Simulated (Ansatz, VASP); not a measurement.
**ZrC in VASP and in Ansatz**

File INCAR:

```
SYSTEM = ZrC
ALGO = Normal
EDIFF = 1E-6
ENCUT = 520
GGA = PE
ISIF = 2
ISMEAR = -1
LASPH = .True.
LCHARG = .False.
LREAL = .False.
LWAVE = .False.
NBANDS = 24
NELM = 100
PREC = Accurate
SIGMA = 0.05
```

File KPOINTS:

```
k-points
0
Gamma
  9 9 5
  0 0 0
```

The input POSCAR:

```
ZrC
1.0
    3.3456398925      0.0000000000      0.0000000000
   -1.6728199463      2.8974091388      0.0000000000
    0.0000000000      0.0000000000      5.2185570330
Zr C
2 2
Direct
    0.6666666667      0.3333333333      0.7500000000
    0.3333333333      0.6666666667      0.2500000000
    0.0000000000      0.0000000000      0.5000000000
    0.0000000000      0.0000000000      0.0000000000
```

File input.yaml:

```yaml
crystal:
  lattice:
    - [3.3456398925, 0.0, 0.0]
    - [-1.6728199463, 2.8974091388, 0.0]
    - [0.0, 0.0, 5.218557033]
  atoms:
    - { symbol: Zr, position: [0.6666666667, 0.3333333333, 0.75] }
    - { symbol: Zr, position: [0.3333333333, 0.6666666667, 0.25] }
    - { symbol: C, position: [0.0, 0.0, 0.5] }
    - { symbol: C, position: [0.0, 0.0, 0.0] }
hamiltonian:
  xc: pbe
  pseudopotentials: { kind: paw }
kpoints:
  mp_grid: { grid: [9, 9, 5] }
scf:
  occupations: { method: fermi_dirac, width: 0.05 }
output:
  forces: true
  stress: true
  eigenvalues: true
```

The cell comes from a database or a generator and needn't be the stable form of this composition.

Alike in both runs: task single point; functional PBE; k mesh 9 × 9 × 5; occupations fermi-dirac, width 0.05 eV; no spin polarisation.

|  | VASP | Ansatz |
| --- | --- | --- |
| version | VASP 6.6.1 | Ansatz 0.2.0 |
| potentials or method | VASP PAW PBE potentials, release 64 (Zr_sv, C) | Ansatz PAW |
| plane-wave cutoff (eV) | 520 | 420 |
| valence electrons in the cell | 32 | 32 |

VASP gave:

* gap on the k mesh at the Fermi level (eV): none
* pressure (GPa): 7.4
* largest component of the traceless stress (GPa): 1.49

Q: Estimate Ansatz's values.

A: gap on the k mesh at the Fermi level (eV): none; pressure (GPa): 7.1; largest component of the traceless stress (GPa): 1.50.

A gap of «none» marks a metal or a gap that the smearing closes.
